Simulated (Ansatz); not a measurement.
**Cs2SnI6: ¹²⁷I nuclear quadrupole resonance**

Cell: an entry of the Crystallography Open Database (COD) whose atoms were relaxed with PBE, the cell held.

Space group Fm-3m (No. 225); a = 11.6300 Å.

```csv
site,Wyckoff,site symmetry,x,y,z
Cs,8c,-43m,0.2500,0.2500,0.2500
Sn,4a,m-3m,0.0000,0.0000,0.0000
I,24e,4m.m,0.2488,0.5000,0.5000
```

One atom of each set is listed; the run and its k-mesh use a cell of 9 atoms with edges of 8.22, 8.22, 8.22 Å.

Method: Kohn–Sham DFT in Ansatz, r2SCAN, plane waves and PAW, scalar-relativistic, 500 eV cutoff, Γ-centred 5×5×5 k-points, Fermi–Dirac smearing 0.02 eV.

¹²⁷I: I = 5/2, Q = -688.2 mb (year-2017 value). Static lattice, zero field.

(1) Predict the zero-field ¹²⁷I lines of each site.

Results:

(1) For I = 5/2 and η = 0 the lines are 3|C_Q|/20 and twice that; η pulls their ratio below 2.

```tsv
site	atoms	V_zz (10²¹ V/m²)	C_Q (MHz)	η	line frequencies (MHz)
I	6	57.3	-953	0.00	143.0, 286.0
```

An axis of threefold or higher order runs through I, so V_zz lies along it and η is zero.

Without spin–orbit coupling the gradients at and beside I can be off by some per cent, at some sites by more. With these PAW files V_zz is typically within 2 to 3 % of all-electron values, but misses above 10 % occur on I. With a gap of 0.2 eV on this mesh, the gradients can still move by some per cent as the k-mesh gets denser.

Hardware: 4 threads of Arm Neoverse V1 (aarch64; 8 cores open to the job, memory cap 8.0 GiB, no GPU), a shared host with a load of 0.6 a core. Wall time 20 s, CPU time 74 s, peak memory 2.1 GiB.
